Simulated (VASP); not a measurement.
Input of a VASP 6.6.1 run:

Contents of INCAR:

```
PREC = Accurate
ENCUT = 520
EDIFF = 1E-7
ISMEAR = -1
SIGMA = 0.1
LREAL = F
LASPH = T
NELM = 60
ALGO = Normal
ISIF = 2
LWAVE = F
LCHARG = F
GGA = PE
NBANDS = 14
```

The input KPOINTS:

```
regular mesh
0
Gamma
  11 11 11
```

Contents of POSCAR:

```
InH
1.0
    0.0000000000      2.5151021310      2.5151021310
    2.5151021310      0.0000000000      2.5151021310
    2.5151021310      2.5151021310      0.0000000000
In H
1 1
Direct
    0.0000000000      0.0000000000      0.0000000000
    0.5000000000      0.5000000000      0.5000000000
```

Potentials or basis: VASP PAW PBE potentials, release 64 (In_d, H).

The run is started by

```bash
$ cat potpaw_PBE.64/In_d/POTCAR potpaw_PBE.64/H/POTCAR > POTCAR
$ mpirun -np 1 vasp_std > vasp.out
```

Question: Estimate the pressure.

Answer: -0.1 GPa.

Question: What does it give for the band gap on the k mesh?

Answer: None (metal or under the smearing width).
